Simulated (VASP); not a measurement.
# ScAl3 (Pm-3m) in VASP: further runs

One crystal, ScAl3, is run at these levels: PBE+rVV10, PBE+TS, PBEsol+D3, PBEsol+D3(BJ); tasks: relaxation of cell and atoms.

Program: VASP 6.6.1. These are calculated values, not measurements. Logs are shortened: lines on timing, memory, paths and dates and some standing lists are left out, and cuts for length are marked.

## Step 1: The crystal as given

It takes space group Pm-3m (No. 221, cubic). Conventional cell: a = 4.088 Å, b = 4.088 Å, c = 4.088 Å, α = 90.00°, β = 90.00°, γ = 90.00°. Sc (site symmetry m-3m) is surrounded by 12 Al at 2.89 Å. Around Al (site symmetry 4/mmm) lie 4 Sc at 2.89 Å and 8 Al at 2.89 Å.

The cell is a database's computed one.

## Step 2: Relaxation of cell and atoms, PBE+rVV10

Contents of INCAR:

```
SYSTEM = ScAl3
PREC = Accurate ; ENCUT = 600
EDIFF = 1E-7 ; ISMEAR = -1
SIGMA = 0.05 ; LREAL = .False.
LASPH = .True. ; NELM = 80
ALGO = Fast ; ISIF = 3
LWAVE = .False. ; LCHARG = .False.
GGA = PE ; LUSE_VDW = .True.
IVDW_NL = 2 ; BPARAM = 10.0
CPARAM = 0.0093 ; IBRION = 2
NSW = 60 ; EDIFFG = -0.01
```

Contents of KPOINTS:

```
Automatic mesh
0
Gamma
  7 7 7
  0 0 0
```

Contents of POSCAR:

```
ScAl3
1.0
    4.0878065700      0.0000000000      0.0000000000
    0.0000000000      4.0878065700      0.0000000000
    0.0000000000      0.0000000000      4.0878065700
Sc Al
1 3
Direct
    0.0000000000      0.0000000000      0.0000000000
    0.5000000000      0.5000000000      0.0000000000
    0.0000000000      0.5000000000      0.5000000000
    0.5000000000      0.0000000000      0.5000000000
```

Potentials or basis: VASP PAW PBE potentials, release 64 (Sc_sv, Al).

Launch:

```sh
cat potpaw_PBE.64/Sc_sv/POTCAR potpaw_PBE.64/Al/POTCAR > POTCAR
mpirun -np 1 vasp_std > vasp.out
```

OUTCAR:

```text
SYSTEM = ScAl3
   PREC = Accurate
   ENCUT = 600
   EDIFF = 1E-7
   ISMEAR = -1
   LREAL = .False.
   LASPH = .True.
   NELM = 80
   ISIF = 3
   GGA = PE
   IVDW_NL = 2
   BPARAM = 10.0
   IBRION = 2
   NSW = 60
   EDIFFG = -0.01

 ion  position               nearest neighbor table
   1  0.000  0.000  0.000-   2 2.89   3 2.89   4 2.89   3 2.89   4 2.89   2 2.89   3 2.89   3 2.89
                             2 2.89   4 2.89   4 2.89   2 2.89
   2  0.500  0.500  0.000-   1 2.89   3 2.89   4 2.89   3 2.89   4 2.89   1 2.89   4 2.89   4 2.89
                             1 2.89   3 2.89   3 2.89   1 2.89
   3  0.000  0.500  0.500-   1 2.89   2 2.89   4 2.89   1 2.89   2 2.89   1 2.89   4 2.89   1 2.89
                             2 2.89   4 2.89   2 2.89   4 2.89
   4  0.500  0.000  0.500-   1 2.89   2 2.89   3 2.89   1 2.89   2 2.89   2 2.89   3 2.89   2 2.89
                             1 2.89   3 2.89   1 2.89   3 2.89

  LATTYP: Found a simple cubic cell.
 ALAT       =     4.0878065700

  Lattice vectors:

 A1 = (   4.0878065700,   0.0000000000,   0.0000000000)
 A2 = (   0.0000000000,   4.0878065700,   0.0000000000)
 A3 = (   0.0000000000,   0.0000000000,   4.0878065700)

Analysis of symmetry for initial positions (statically):
=====================================================================
 Subroutine PRICEL returns:
 Original cell was already a primitive cell.

 Routine SETGRP: Setting up the symmetry group for a
 simple cubic supercell.

 Subroutine GETGRP returns: Found 48 space group operations
 (whereof 48 operations were pure point group operations)
 out of a pool of 48 trial point group operations.

The static configuration has the point symmetry O_h .

Analysis of symmetry for dynamics (positions and initial velocities):
=====================================================================
 Subroutine PRICEL returns:
 Original cell was already a primitive cell.

 Routine SETGRP: Setting up the symmetry group for a
 simple cubic supercell.

 Subroutine GETGRP returns: Found 48 space group operations
 (whereof 48 operations were pure point group operations)
 out of a pool of 48 trial point group operations.

The dynamic configuration has the point symmetry O_h .

 Subroutine INISYM returns: Found 48 space group operations
 (whereof 48 operations are pure point group operations),
 and found     1 'primitive' translations

----------------------------------------------------------------------------------------

                                     Primitive cell

  volume of cell :      68.3079

  direct lattice vectors                    reciprocal lattice vectors
     4.087806570  0.000000000  0.000000000     0.244629970  0.000000000  0.000000000
     0.000000000  4.087806570  0.000000000     0.000000000  0.244629970  0.000000000
     0.000000000  0.000000000  4.087806570     0.000000000  0.000000000  0.244629970

  length of vectors
     4.087806570  4.087806570  4.087806570     0.244629970  0.244629970  0.244629970

  position of ions in fractional coordinates (direct lattice)
     0.000000000  0.000000000  0.000000000
     0.500000000  0.500000000  0.000000000
     0.000000000  0.500000000  0.500000000
     0.500000000  0.000000000  0.500000000

  ion indices of the primitive-cell ions
   primitive index   ion index
                 1           1
                 2           2
                 3           3
                 4           4

----------------------------------------------------------------------------------------

 KPOINTS: Automatic mesh

Automatic generation of k-mesh.
 Grid dimensions read from file:
 generate k-points for:    7    7    7

 Generating k-lattice:

  Cartesian coordinates                     Fractional coordinates (reciprocal lattice)
     0.034947139  0.000000000  0.000000000     0.142857143  0.000000000  0.000000000
     0.000000000  0.034947139  0.000000000     0.000000000  0.142857143  0.000000000
     0.000000000  0.000000000  0.034947139     0.000000000  0.000000000  0.142857143

  Length of vectors
     0.034947139  0.034947139  0.034947139

  Shift w.r.t. Gamma in fractional coordinates (k-lattice)
     0.000000000  0.000000000  0.000000000

 Subroutine IBZKPT returns following result:
 ===========================================

 Found     20 irreducible k-points:

 Following reciprocal coordinates:
            Coordinates               Weight
  0.000000  0.000000  0.000000      1.000000
  0.142857  0.000000  0.000000      6.000000
  0.285714  0.000000  0.000000      6.000000
  0.428571  0.000000  0.000000      6.000000
  0.142857  0.142857  0.000000     12.000000
  0.285714  0.142857  0.000000     24.000000
[... 12 lines left out ...]
  0.428571  0.428571  0.285714     24.000000
  0.428571  0.428571  0.428571      8.000000
   k-points           NKPTS =     20   k-points in BZ     NKDIM =     20   number of bands    NBANDS=     14
   number of dos      NEDOS =    301   number of ions     NIONS =      4
   total plane-waves  NPLWV =  46656
   dimension x,y,z NGX =    36 NGY =   36 NGZ =   36
   dimension x,y,z NGXF=    72 NGYF=   72 NGZF=   72
   ions per type =               1   3
   NGX,Y,Z   is equivalent  to a cutoff of  14.64, 14.64, 14.64 a.u.
   NGXF,Y,Z  is equivalent  to a cutoff of  29.28, 29.28, 29.28 a.u.
 SYSTEM =  ScAl3
   PREC   = accura    normal or accurate (medium, high low for compatibility)
   ISTART =      0    job   : 0-new  1-cont  2-samecut
   ICHARG =      2    charge: 1-file 2-atom 10-const
   ISPIN  =      1    spin polarized calculation?
   LNONCOLLINEAR =      F non collinear calculations
   LSORBIT =      F    spin-orbit coupling
   LASPH  =      T    aspherical Exc in radial PAW
   ENCUT  =  600.0 eV  44.10 Ry    6.64 a.u.   8.16  8.16  8.16*2*pi/ulx,y,z
   NELM   =     80;   NELMIN=  2; NELMDL= -5     # of ELM steps
   EDIFF  = 0.1E-06   stopping-criterion for ELM
   LREAL  =      F    real-space projection
   EDIFFG = -.1E-01   stopping-criterion for IOM
   NSW    =     60    number of steps for IOM
   IBRION =      2    ionic relax: 0-MD 1-quasi-New 2-CG
   NFREE  =      1    steps in history (QN), initial steepest desc. (CG)
   ISIF   =      3    stress and relaxation
   ISYM   =      2    0-nonsym 1-usesym 2-fastsym
   POTIM  = 0.5000    time-step for ionic-motion
   TEBEG  =    0.0;   TEEND  =   0.0 temperature during run
   PSTRESS=    0.0 pullay stress
   NELECT =      20.0000    total number of electrons
   NUPDOWN=      -1.0000    fix difference up-down
   EMIN   =  10.00;   EMAX   =-10.00  energy-range for DOS
   EFERMI =   0.00;   METHOD = LEGACY
   ISMEAR =    -1;   SIGMA  =   0.05  broadening in eV -4-tet -1-fermi 0-gaus
   EFERMI_NEDOS =   21; number of points for ismear=-14 and -15
   IALGO  =     68    algorithm
   IMIX   =      4    mixing-type and parameters
     AMIX     =   0.40;   BMIX     =  1.00
     AMIX_MAG =   1.60;   BMIX_MAG =  1.00
  volume/ion in A,a.u.               =      17.08       115.24
  Fermi-wavevector in a.u.,A,eV,Ry     =   1.087079  2.054282 16.078563  1.181741
  Thomas-Fermi vector in A             =   2.223230
   LORBIT       =      0    0 simple, 1 ext, 2 COOP (PROOUT), +10 PAW based schemes
   GGA     = PE    functional components
   LHFCALC =     F    Hartree Fock is set to
   AEXX    =    0.0000 exact exchange contribution
   IVDW_NL    =     2    kernel type
   BPARAM     =10.0000
   IVDW    =     0    specifies the selected vdW correction
   LEPSILON=     F    determine dielectric tensor
   LRPA    =     F    only Hartree local field effects (RPA)
 conjugate gradient relaxation of ions
 non-spin polarized calculation
 RMM-DIIS sequential band-by-band and
  energy-cutoff  :      600.00
  volume of cell :       68.31
 maximum number of plane-waves:      2301
 NGX is ok and might be reduce to    36
   NGX = 17   NGY = 17   NGZ = 17

--------------------------------------- Ionic step        1  -------------------------------------------

 number of electron      20.0000002 magnetization

 Free energy of the ion-electron system (eV)
  ---------------------------------------------------
  ext. energy  EPLUGINS =         0.00000000
  ---------------------------------------------------
  free energy    TOTEN  =       -18.71121628 eV

  energy without entropy =      -18.69841278  energy(sigma->0) =      -18.70481453

------------------------ aborting loop because EDIFF is reached ----------------------------------------

  FORCE on cell =-STRESS in cart. coord.  units (eV):
  Direction    XX          YY          ZZ          XY          YZ          ZX
  --------------------------------------------------------------------------------------
  -------------------------------------------------------------------------------------
  Total        0.2754933      0.2754933      0.2754933     -0.0000000      0.0000000     -0.0000000
  in kB        6.4617566      6.4617566      6.4617566     -0.0000000      0.0000000     -0.0000000
  external PRESSURE =       6.4617566 kB  Pullay stress =       0.0000000 kB
[... 61 lines left out ...]
  energy  without entropy=      -18.6990670368  energy(sigma->0) =      -18.70550280

--------------------------------------- Ionic step        3  -------------------------------------------

 number of electron      20.0000001 magnetization

 Free energy of the ion-electron system (eV)
  ---------------------------------------------------
  ext. energy  EPLUGINS =         0.00000000
  ---------------------------------------------------
  free energy    TOTEN  =       -18.71212015 eV

  energy without entropy =      -18.69927512  energy(sigma->0) =      -18.70569763

 E-fermi :   7.1105     XC(G=0): -10.4054

 val. band max:        7.0383864428   @ k =   0.4286   0.4286   0.1429
 cond. band min:       7.1245920904   @ k =   0.2857   0.0000   0.0000
 fundamental gap:      0.0862056477
 Fermi energy:         7.1104845991

 k-point     1 :       0.0000    0.0000    0.0000
  band No.  band energies     occupation
      1     -41.7854      2.00000
      2     -20.4891      2.00000
      3     -20.4891      2.00000
      4     -20.4891      2.00000
      5      -2.7960      2.00000
      6       4.5803      2.00000
      7       4.5803      2.00000
      8       5.3905      2.00000
      9       5.3905      2.00000
     10       5.3905      2.00000
     11       8.4615      0.00000
     12       8.4981      0.00000
     13       8.4981      0.00000
     14       8.4981      0.00000
[... 352 lines left out ...]
  FREE ENERGIE OF THE ION-ELECTRON SYSTEM (eV)
  ---------------------------------------------------
  free  energy   TOTEN  =       -18.7121201522 eV

  energy  without entropy=      -18.6992751174  energy(sigma->0) =      -18.70569763

 reached required accuracy - stopping structural energy minimisation
```

Run time: 5 min. Hardware: 1 thread of Intel Xeon Platinum 8375C at 2.90GHz (Ice Lake), shared host; peak memory 0.39 GiB.

What came out:

```yaml
Free_energy: -18.7121 eV
Relaxed_volume: 17.19 Å³/atom
Relaxed_cell: a = 4.097 Å, b = 4.097 Å, c = 4.097 Å, α = 90.00°, β = 90.00°, γ = 90.00°
Space_group_after_relaxing_to_0.05_Å: Pm-3m (No. 221)
Energy_gained_by_relaxing: 0.2 meV/atom
Ionic_steps: 3
Pressure_after_relaxing: 0.0 GPa
Band_gap_on_the_k_mesh: none (metal or under the smearing width)
```

Step by step:
```tsv
step	energy change (eV)	largest force (eV/Å)	pressure (GPa)	volume (Å³)
1	0.0000	0.0000	0.65	68.31
2	-0.0007	0.0000	-0.25	68.99
3	-0.0009	0.0000	0.01	68.77
```

Final structure:
```
CELL_PARAMETERS angstrom
4.09704 0.00000 0.00000
0.00000 4.09704 0.00000
0.00000 0.00000 4.09704
ATOMIC_POSITIONS crystal
Sc 0.00000 0.00000 0.00000
Al 0.50000 0.50000 0.00000
Al 0.00000 0.50000 0.50000
Al 0.50000 0.00000 0.50000
```

Caveat: pairwise dispersion overbinds metals, which lowers pressure and volume.

(Part 1 of 2 ends here.)
